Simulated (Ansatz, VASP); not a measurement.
This is a calculation of SnSe2 for Ansatz 0.2.0. 

File input.yaml:

```yaml
crystal:
  lattice:
    - [3.811, 0.0, 0.0]
    - [-1.9055, 3.3004228138, 0.0]
    - [0.0, 0.0, 6.136]
  atoms:
    - { symbol: Sn, position: [0.0, 0.0, 0.0] }
    - { symbol: Se, position: [0.6666666667, 0.3333333333, 0.751] }
    - { symbol: Se, position: [0.3333333333, 0.6666666667, 0.249] }
hamiltonian:
  xc: pbe
  pseudopotentials: { kind: paw }
kpoints:
  mp_grid: { grid: [8, 8, 5] }
scf:
  occupations: { method: gaussian, width: 0.015 }
output:
  forces: true
  stress: true
  eigenvalues: true
```

Potentials or basis: Ansatz PAW.

Run with:

```bash
$ ansatz run input.yaml --threads 2 --pin off --max-ram 5632MiB --backend cpu --events-out ev --progress --plain --runs-dir out
```

**Question.** What does the same run look like in VASP 6.6.1? Potentials or basis there: PBE PAW files Se, Sn_d, 520 eV.

**Answer.** As run (cutoffs and basis follow the program's own potentials, and thresholds, step limits or extra output files can differ):

File INCAR:

```
PREC = Accurate ; ENCUT = 520
EDIFF = 1E-6 ; ISMEAR = 0
SIGMA = 0.015 ; LREAL = F
LASPH = T ; NELM = 100
ALGO = Normal ; ISIF = 2
LWAVE = F ; LCHARG = F
GGA = PE ; NBANDS = 20
```

The input KPOINTS:

```
Automatic mesh
0
Gamma
  8 8 5
```

Contents of POSCAR:

```
SnSe2
1.0
    3.8110000000      0.0000000000      0.0000000000
   -1.9055000000      3.3004228138      0.0000000000
    0.0000000000      0.0000000000      6.1360000000
Sn Se
1 2
Direct
    0.0000000000      0.0000000000      0.0000000000
    0.6666666667      0.3333333333      0.7510000000
    0.3333333333      0.6666666667      0.2490000000
```

Potentials or basis: VASP PAW PBE potentials, release 64 (Sn_d, Se).

Launch:

```sh
$ cat potpaw_PBE.64/Sn_d/POTCAR potpaw_PBE.64/Se/POTCAR > POTCAR
$ mpirun -np 1 vasp_std > vasp.out
```

Both were run:

|  | Ansatz | VASP |
| --- | --- | --- |
| Pressure | 5.5 GPa | 5.6 GPa |
| Largest force | 0.787 eV/Å | 0.804 eV/Å |

Ansatz's pressure holds a Pulay term of +0.04 GPa for its cutoff of 420 eV, which the other run lacks.

The potentials hold 46 and 26 valence electrons a cell.

Where Ansatz's input types no cutoff or centring, it takes its own default and a Γ-centred mesh.

Pressure is positive in compression.
